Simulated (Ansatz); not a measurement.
**Ligand exchange: SbH(CH3)2 + C2H6O2Si → Sb(CH3)2(SiH3) + C2H4O2**

Species: SbH(CH3)2, singlet; C2H6O2Si `CC(=O)O[SiH3]`, singlet; Sb(CH3)2(SiH3), singlet; C2H4O2 (acetic acid) `CC(=O)O`, singlet. The partners trade H for SiH3: Sb–H and O–SiH3 bonds give way to Sb–SiH3 and O–H.

Shapes, held fixed at every level: PBE0-D4/def2-TZVP. Flexible molecules stand in one conformer, not always the lowest. Programs: Ansatz 0.2.0. The zero-point and thermal change to 298 K, harmonic and unscaled (PBE0-D4/def2-TZVP), is +8.5 kJ/mol.

Q: Estimate ΔH(298 K) of this reaction.

A: The highest level, CCSD(T)/def2-TZVPP, gives ΔH(298 K) = +59.1 kJ/mol; the levels span +51.7 to +64.8. The column of differences is taken from that level and isn't an error. No measured value is set beside it here. For atoms past krypton def2 sets carry core potentials with scalar relativity. Outer-core shells of Sb are correlated, in sets that cover them unevenly.

| level | kind | ΔH(298 K) (kJ/mol) | less CCSD(T)/def2-TZVPP |
| --- | --- | --- | --- |
| HF/def2-SVP | Hartree–Fock | +64.8 | +5.7 |
| r2SCAN-D4/def2-TZVPP | meta-GGA | +51.7 | -7.4 |
| B2PLYP/def2-TZVPP | double hybrid | +60.2 | +1.1 |
| MP2/def2-TZVPP | perturbation theory | +56.9 | -2.2 |
| CCSD(T)/def2-SVP | coupled cluster or CI | +52.1 | -7.0 |
| CCSD/def2-TZVPP | coupled cluster or CI | +62.0 | +2.9 |
| CCSD(T)/def2-TZVPP | coupled cluster or CI | +59.1 | 0.0 |
